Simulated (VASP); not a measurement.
The system is AlGaN2.

```
Ga Al N
1.0
     3.16689    0.00000    0.00000
    -1.58345    2.74261    0.00000
     0.00000    0.00000    5.07838
Ga Al N
1 1 2
Direct
  0.66667 0.33333 0.49929
  0.33333 0.66667 0.99929
  0.66667 0.33333 0.88071
  0.33333 0.66667 0.38071
```

The cell comes from a database or a generator and needn't be the stable form of this composition.

| Property | Result |
| --- | --- |
| Program | VASP 6.6.1 |
| Task | relaxation of cell and atoms |
| Functional | PBEsol |
| Potentials or basis | VASP PAW PBE potentials, release 64 (Ga_d, Al, N) |
| Cutoff | 600 eV |
| k mesh | 9 × 9 × 5 |
| Occupations | gaussian, width 0.02 eV |
| Spin | no spin polarisation |

At the start: pressure -1.9 GPa; volume 11.03 Å³/atom.

Problem. How do energy, volume and symmetry change on relaxing?

Solution. Over 11 steps the energy falls by 9.7 meV/atom and the volume is 10.91 Å³/atom (-1.1 %); space group P3m1 (No. 156, to 0.05 Å).

The path:
```csv
step,energy change (eV),largest force (eV/Å),pressure (GPa),volume (Å³)
1,0.0000,0.9364,-1.88,44.11
2,-0.0355,0.1962,1.65,43.29
3,-0.0370,0.1055,0.97,43.43
4,-0.0380,0.0620,-0.68,43.79
5,-0.0383,0.0512,-0.10,43.68
6,-0.0383,0.0523,-0.27,43.69
7,-0.0383,0.0540,-0.15,43.68
8,-0.0386,0.0200,-0.10,43.66
9,-0.0386,0.0161,-0.04,43.65
10,-0.0386,0.0162,-0.04,43.65
11,-0.0386,0.0089,0.08,43.63
```

Final structure:
```
CELL_PARAMETERS angstrom
3.14504 0.00000 0.00000
-1.57252 2.72369 0.00000
0.00000 0.00000 5.09353
ATOMIC_POSITIONS crystal
Ga 0.66667 0.33333 0.50183
Al 0.33333 0.66667 0.99962
N 0.66667 0.33333 0.88647
N 0.33333 0.66667 0.37208
```

Caveat: the PAW data sets were made with another functional, which shifts forces and pressure a little.
